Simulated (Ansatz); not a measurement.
**AlNi in Ansatz: the effect of functional**

AlNi:

```
CELL_PARAMETERS angstrom
2.91891 0.00000 0.00000
0.00000 2.91891 0.00000
0.00000 0.00000 2.91891
ATOMIC_POSITIONS crystal
Ni 0.50000 0.50000 0.50000
Al 0.00000 0.00000 0.00000
```

The cell isn't the ideal one: volume scaled by 1.04.

Alike in all runs:

```yaml
Program: Ansatz 0.2.0
Task: single point
Potentials_or_basis: Ansatz PAW
k_mesh: 9 × 9 × 9
Occupations: fermi-dirac, width 0.05 eV
Spin: collinear spin, ferromagnetic start
Starting_moments: "[1.0, 0.0] μB"
```

```csv
functional,cutoff,pressure (GPa)
LDA,420 eV (not typed: the program's choice for these potentials),?
r2SCAN,500 eV (not typed: the program's choice for these potentials),-9.1
PBE,420 eV (not typed: the program's choice for these potentials),-4.1
```

Q: What does the run with functional LDA give?

A: Pressure -13.9 GPa.

Caveats: the starting moments weren't kept; the PAW data sets come from PBE, with cores solved anew for the run's functional, which leaves a small shift of forces and pressure (some runs); the magnetic or orbital state may not be the lowest (some runs).
